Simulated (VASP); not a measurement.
# Nb (Fm-3m) in VASP: further runs

One crystal, Nb, is run at these levels: revPBE; tasks: single point.

Program: VASP 6.6.1. These are calculated values, not measurements. Logs are shortened: lines on timing, memory, paths and dates and some standing lists are left out, and cuts for length are marked.

### Step 1. The crystal as given

The structure is cubic, space group Fm-3m (No. 225). The conventional cell has a = 4.238 Å, b = 4.238 Å, c = 4.238 Å, α = 90.00°, β = 90.00°, γ = 90.00°. Nb (site symmetry m-3m) is surrounded by 12 Nb at 3.00 Å.

This isn't the form of Nb at room conditions, which is bcc.

### Step 2. Single point, revPBE

The input, INCAR:

```
SYSTEM = Nb
  PREC = Accurate
  ENCUT = 520
  EDIFF = 1E-7
  ISMEAR = -1
  SIGMA = 0.1
  LREAL = .False.
  LASPH = .True.
  NELM = 60
  ALGO = Fast
  ISIF = 2
  LWAVE = .False.
  LCHARG = .True.
  GGA = RE
  LELF = .True.
  LVHAR = .True.
  NBANDS = 12
```

The input, KPOINTS:

```
Automatic mesh
0
Gamma
  21 21 21
  0 0 0
```

The input, POSCAR:

```
Nb
1.0
    0.0000000000      2.1191591115      2.1191591115
    2.1191591115      0.0000000000      2.1191591115
    2.1191591115      2.1191591115      0.0000000000
Nb
1
Direct
    0.0000000000      0.0000000000      0.0000000000
```

Potentials or basis: VASP PAW PBE potentials, release 64 (Nb_sv).

Started as:

```
cat potpaw_PBE.64/Nb_sv/POTCAR > POTCAR
mpirun -np 1 vasp_std > vasp.out
```

OUTCAR:

```text
SYSTEM = Nb
   PREC = Accurate
   ENCUT = 520
   EDIFF = 1E-7
   ISMEAR = -1
   LREAL = .False.
   LASPH = .True.
   NELM = 60
   ISIF = 2
   GGA = RE

 ion  position               nearest neighbor table
   1  0.000  0.000  0.000-

  LATTYP: Found a face centered cubic cell.
 ALAT       =     4.2383182230

  Lattice vectors:

 A1 = (   0.0000000000,   2.1191591115,   2.1191591115)
 A2 = (   2.1191591115,   0.0000000000,   2.1191591115)
 A3 = (   2.1191591115,   2.1191591115,   0.0000000000)

Analysis of symmetry for initial positions (statically):
=====================================================================
 Subroutine PRICEL returns:
 Original cell was already a primitive cell.

 Routine SETGRP: Setting up the symmetry group for a
 face centered cubic supercell.

 Subroutine GETGRP returns: Found 48 space group operations
 (whereof 48 operations were pure point group operations)
 out of a pool of 48 trial point group operations.

The static configuration has the point symmetry O_h .

Analysis of symmetry for dynamics (positions and initial velocities):
=====================================================================
 Subroutine PRICEL returns:
 Original cell was already a primitive cell.

 Routine SETGRP: Setting up the symmetry group for a
 face centered cubic supercell.

 Subroutine GETGRP returns: Found 48 space group operations
 (whereof 48 operations were pure point group operations)
 out of a pool of 48 trial point group operations.

The dynamic configuration has the point symmetry O_h .

 Subroutine INISYM returns: Found 48 space group operations
 (whereof 48 operations are pure point group operations),
 and found     1 'primitive' translations

----------------------------------------------------------------------------------------

                                     Primitive cell

  volume of cell :      19.0336

  direct lattice vectors                    reciprocal lattice vectors
     0.000000000  2.119159112  2.119159112    -0.235942642  0.235942642  0.235942642
     2.119159112  0.000000000  2.119159112     0.235942642 -0.235942642  0.235942642
     2.119159112  2.119159112  0.000000000     0.235942642  0.235942642 -0.235942642

  length of vectors
     2.996943556  2.996943556  2.996943556     0.408664644  0.408664644  0.408664644

  position of ions in fractional coordinates (direct lattice)
     0.000000000  0.000000000  0.000000000

  ion indices of the primitive-cell ions
   primitive index   ion index
                 1           1

----------------------------------------------------------------------------------------

 KPOINTS: Automatic mesh

Automatic generation of k-mesh.
 Grid dimensions read from file:
 generate k-points for:   21   21   21

 Generating k-lattice:

  Cartesian coordinates                     Fractional coordinates (reciprocal lattice)
    -0.011235364  0.011235364  0.011235364     0.047619048  0.000000000  0.000000000
     0.011235364 -0.011235364  0.011235364     0.000000000  0.047619048  0.000000000
     0.011235364  0.011235364 -0.011235364     0.000000000  0.000000000  0.047619048

  Length of vectors
     0.019460221  0.019460221  0.019460221

  Shift w.r.t. Gamma in fractional coordinates (k-lattice)
     0.000000000  0.000000000  0.000000000

 Subroutine IBZKPT returns following result:
 ===========================================

 Found    286 irreducible k-points:

 Following reciprocal coordinates:
            Coordinates               Weight
  0.000000  0.000000  0.000000      1.000000
  0.047619  0.000000  0.000000      8.000000
  0.095238  0.000000  0.000000      8.000000
  0.142857  0.000000  0.000000      8.000000
  0.190476  0.000000  0.000000      8.000000
  0.238095  0.000000  0.000000      8.000000
[... 16 lines left out ...]
 -0.428571  0.047619  0.000000     24.000000
 -0.380952  0.047619  0.000000     24.000000
 [... further k-points ...]
   k-points           NKPTS =    286   k-points in BZ     NKDIM =    286   number of bands    NBANDS=     12
   number of dos      NEDOS =    301   number of ions     NIONS =      1
   total plane-waves  NPLWV =  13824
   dimension x,y,z NGX =    24 NGY =   24 NGZ =   24
   dimension x,y,z NGXF=    48 NGYF=   48 NGZF=   48
   ions per type =               1
   NGX,Y,Z   is equivalent  to a cutoff of  13.31, 13.31, 13.31 a.u.
   NGXF,Y,Z  is equivalent  to a cutoff of  26.63, 26.63, 26.63 a.u.
 SYSTEM =  Nb
   PREC   = accura    normal or accurate (medium, high low for compatibility)
   ISTART =      0    job   : 0-new  1-cont  2-samecut
   ICHARG =      2    charge: 1-file 2-atom 10-const
   ISPIN  =      1    spin polarized calculation?
   LNONCOLLINEAR =      F non collinear calculations
   LSORBIT =      F    spin-orbit coupling
   LASPH  =      T    aspherical Exc in radial PAW
   ENCUT  =  520.0 eV  38.22 Ry    6.18 a.u.   5.57  5.57  5.57*2*pi/ulx,y,z
   NELM   =     60;   NELMIN=  2; NELMDL= -5     # of ELM steps
   EDIFF  = 0.1E-06   stopping-criterion for ELM
   LREAL  =      F    real-space projection
   EDIFFG = 0.1E-05   stopping-criterion for IOM
   NSW    =      0    number of steps for IOM
   IBRION =     -1    ionic relax: 0-MD 1-quasi-New 2-CG
   NFREE  =      0    steps in history (QN), initial steepest desc. (CG)
   ISIF   =      2    stress and relaxation
   ISYM   =      2    0-nonsym 1-usesym 2-fastsym
   POTIM  = 0.5000    time-step for ionic-motion
   TEBEG  =    0.0;   TEEND  =   0.0 temperature during run
   PSTRESS=    0.0 pullay stress
   NELECT =      13.0000    total number of electrons
   NUPDOWN=      -1.0000    fix difference up-down
   EMIN   =  10.00;   EMAX   =-10.00  energy-range for DOS
   EFERMI =   0.00;   METHOD = LEGACY
   ISMEAR =    -1;   SIGMA  =   0.10  broadening in eV -4-tet -1-fermi 0-gaus
   EFERMI_NEDOS =   21; number of points for ismear=-14 and -15
   IALGO  =     68    algorithm
   IMIX   =      4    mixing-type and parameters
     AMIX     =   0.40;   BMIX     =  1.00
     AMIX_MAG =   1.60;   BMIX_MAG =  1.00
  volume/ion in A,a.u.               =      19.03       128.44
  Fermi-wavevector in a.u.,A,eV,Ry     =   1.441725  2.724465 28.280669  2.078571
  Thomas-Fermi vector in A             =   2.560325
   LORBIT       =      0    0 simple, 1 ext, 2 COOP (PROOUT), +10 PAW based schemes
   GGA     = RE    functional components
   LHFCALC =     F    Hartree Fock is set to
   AEXX    =    0.0000 exact exchange contribution
   IVDW    =     0    specifies the selected vdW correction
   LEPSILON=     F    determine dielectric tensor
   LRPA    =     F    only Hartree local field effects (RPA)
 non-spin polarized calculation
 RMM-DIIS sequential band-by-band and
  energy-cutoff  :      520.00
  volume of cell :       19.03
 maximum number of plane-waves:       532
   NGX = 11   NGY = 11   NGZ = 11

 number of electron      13.0000001 magnetization

 Free energy of the ion-electron system (eV)
  ---------------------------------------------------
  ext. energy  EPLUGINS =         0.00000000
  ---------------------------------------------------
  free energy    TOTEN  =        -9.51856730 eV

  energy without entropy =       -9.46767362  energy(sigma->0) =       -9.49312046

 E-fermi :  10.8367     XC(G=0): -12.1716

 val. band max:       10.8334581923   @ k =   0.4286   0.0000   0.0000
 cond. band min:      10.8423154484   @ k =   0.4762   0.2857   0.0476
 fundamental gap:      0.0088572562
 Fermi energy:        10.8366632590

 k-point     1 :       0.0000    0.0000    0.0000
  band No.  band energies     occupation
      1     -43.9966      2.00000
      2     -19.4109      2.00000
      3     -19.4109      2.00000
      4     -19.4109      2.00000
      5       4.6432      2.00000
      6      10.9435      0.51158
      7      10.9435      0.51158
      8      10.9435      0.51158
      9      13.4901      0.00000
     10      13.4901      0.00000
     11      22.6142      0.00000
     12      27.3496      0.00000

 k-point     2 :       0.0476    0.0000    0.0000
  band No.  band energies     occupation
      1     -43.9926      2.00000
      2     -19.4377      2.00000
      3     -19.4142      2.00000
      4     -19.4142      2.00000
      5       4.7269      2.00000
      6      10.8772      0.80012
      7      10.9824      0.37776
      8      10.9824      0.37776
      9      13.4551      0.00000
     10      13.4551      0.00000
     11      22.7835      0.00000
     12      26.9735      0.00000

 k-point     3 :       0.0952    0.0000    0.0000
  band No.  band energies     occupation
      1     -43.9810      2.00000
      2     -19.5153      2.00000
      3     -19.4239      2.00000
      4     -19.4239      2.00000
      5       4.9707      2.00000
      6      10.6993      1.59583
      7      11.0885      0.14922
      8      11.0885      0.14922
      9      13.3685      0.00000
     10      13.3685      0.00000
     11      23.2564      0.00000
     12      26.1227      0.00000

 k-point     4 :       0.1429    0.0000    0.0000
  band No.  band energies     occupation
      1     -43.9628      2.00000
      2     -19.6355      2.00000
      3     -19.4390      2.00000
      4     -19.4390      2.00000
      5       5.3512      2.00000
      6      10.4649      1.95255
      7      11.2252      0.04026
      8      11.2252      0.04026
      9      13.2861      0.00000
     10      13.2861      0.00000
     11      23.8835      0.00000
     12      25.2798      0.00000

 k-point     5 :       0.1905    0.0000    0.0000
  band No.  band energies     occupation
      1     -43.9395      2.00000
      2     -19.7861      2.00000
      3     -19.4582      2.00000
      4     -19.4582      2.00000
      5       5.8238      2.00000
      6      10.2495      1.99438
      7      11.3257      0.01492
      8      11.3257      0.01492
      9      13.2964      0.00000
     10      13.2964      0.00000
     11      23.9117      0.00000
     12      25.1873      0.00000
[... 228 lines left out ...]
      1     -43.8156      2.00000
      2     -20.5188      2.00000
      3     -19.5702      2.00000
      4     -19.5644      2.00000
      5       7.1275      2.00000
      6      10.6651      1.69506
      7      10.8612      0.87806
      8      11.8816      0.00006
      9      15.3960      0.00000
     10      15.4157      0.00000
     11      21.1223      0.00000
     12      22.6875      0.00000

 k-point    22 :      -0.4762    0.0476    0.0000
  band No.  band energies     occupation
      1     -43.8129      2.00000
      2     -20.5342      2.00000
      3     -19.5771      2.00000
      4     -19.5620      2.00000
      5       7.1241      2.00000
      6      10.6561      1.71765
      7      10.8315      1.02588
      8      12.0099      0.00002
      9      15.3562      0.00000
     10      15.6103      0.00000
     11      21.0376      0.00000
     12      22.5288      0.00000

 k-point    23 :      -0.4286    0.0476    0.0000
  band No.  band energies     occupation
      1     -43.8183      2.00000
      2     -20.5031      2.00000
      3     -19.5772      2.00000
      4     -19.5531      2.00000
      5       7.1320      2.00000
      6      10.7069      1.57087
      7      10.8597      0.88525
      8      11.7699      0.00018
      9      15.0930      0.00000
     10      15.5513      0.00000
     11      21.2064      0.00000
     12      22.8476      0.00000

 k-point    24 :      -0.3810    0.0476    0.0000
  band No.  band energies     occupation
      1     -43.8314      2.00000
      2     -20.4279      2.00000
      3     -19.5705      2.00000
      4     -19.5387      2.00000
      5       7.1331      2.00000
      6      10.8087      1.13911
      7      10.9438      0.51019
      8      11.2718      0.02546
      9      14.6653      0.00000
     10      15.2707      0.00000
     11      21.5387      0.00000
     12      23.6083      0.00000

 [... further k-points ...]

------------------------ aborting loop because EDIFF is reached ----------------------------------------

  FORCE on cell =-STRESS in cart. coord.  units (eV):
  Direction    XX          YY          ZZ          XY          YZ          ZX
  --------------------------------------------------------------------------------------
  -------------------------------------------------------------------------------------
  Total       -0.0579542     -0.0579542     -0.0579542      0.0000000      0.0000000      0.0000000
  in kB       -4.8783746     -4.8783746     -4.8783746      0.0000000      0.0000000      0.0000000
  external PRESSURE =      -4.8783746 kB  Pullay stress =       0.0000000 kB

 VOLUME and BASIS-vectors are now :
 -----------------------------------------------------------------------------
  energy-cutoff  :      520.00
  volume of cell :       19.03
      direct lattice vectors                 reciprocal lattice vectors
     0.000000000  2.119159112  2.119159112    -0.235942642  0.235942642  0.235942642
     2.119159112  0.000000000  2.119159112     0.235942642 -0.235942642  0.235942642
     2.119159112  2.119159112  0.000000000     0.235942642  0.235942642 -0.235942642

 POSITION                                       TOTAL-FORCE (eV/Angst)
 -----------------------------------------------------------------------------------
      0.00000      0.00000      0.00000        -0.000000     -0.000000      0.000000
 -----------------------------------------------------------------------------------
    total drift:                               -0.000000     -0.000000     -0.000000

  FREE ENERGIE OF THE ION-ELECTRON SYSTEM (eV)
  ---------------------------------------------------
  free  energy   TOTEN  =        -9.5185672957 eV

  energy  without entropy=       -9.4676736222  energy(sigma->0) =       -9.49312046
```

Wall time 3.6 min (1 thread of AMD EPYC 7R43 (Zen 3), shared host); peak memory 0.14 GiB.

What came out:

| Quantity | Value |
| --- | --- |
| Free energy | -9.5186 eV |
| Pressure | -0.5 GPa |
| Band gap on the k mesh | none (metal or under the smearing width) |

Levels at points of the mesh, in eV from the Fermi level:
| k point | band 3 | band 4 | band 5 | band 6 | band 7 | band 8 | band 9 | band 10 |
| --- | --- | --- | --- | --- | --- | --- | --- | --- |
| (0.00, 0.00, 0.00) | -30.25 | -30.25 | -6.19 | 0.11 | 0.11 | 0.11 | 2.65 | 2.65 |

Caveat: the PAW data sets were made with another functional, which shifts forces and pressure a little.

### Step 3. Single point, revPBE

The input, INCAR:

```
SYSTEM = Nb
PREC     = Accurate       ! precision mode
ENCUT    = 520            ! plane-wave cutoff, eV
EDIFF    = 1E-6           ! SCF threshold, eV
ISMEAR   = -1             ! smearing method
SIGMA    = 0.1            ! smearing width, eV
LREAL    = .FALSE.        ! projectors in reciprocal space
LASPH    = .TRUE.         ! aspherical terms in the spheres
NELM     = 100            ! most SCF steps
ALGO     = Normal         ! electronic algorithm
ISIF     = 2              ! what is computed and relaxed
LWAVE    = .FALSE.        ! write WAVECAR
LCHARG   = .TRUE.         ! write CHGCAR
GGA      = RE             ! functional
LELF     = .TRUE.         ! ELF
LVHAR    = .TRUE.       
NBANDS   = 12             ! bands
```

The input, KPOINTS:

```
Automatic mesh
0
G
  13 13 13
  0 0 0
```

POSCAR is that of step 2.

Potentials or basis: VASP PAW PBE potentials, release 64 (Nb_sv).

Started as:

```
cat potpaw_PBE.64/Nb_sv/POTCAR > POTCAR
mpirun -np 1 vasp_std > vasp.out
```

It took 45 s on 1 thread of AMD EPYC 7R43 (Zen 3), shared host; peak memory 0.11 GiB.

Results (log left out):

```
Free energy            : -9.5190 eV
Pressure               : -0.4 GPa
Band gap on the k mesh : none (metal or under the smearing width)
```

Levels at points of the mesh, in eV from the Fermi level:
```
           k point  band 3  band 4  band 5  band 6  band 7  band 8  band 9  band 10
(0.00, 0.00, 0.00)  -30.23  -30.23   -6.18    0.12    0.12    0.12    2.67     2.67
```

Caveat: the PAW data sets were made with another functional, which shifts forces and pressure a little.
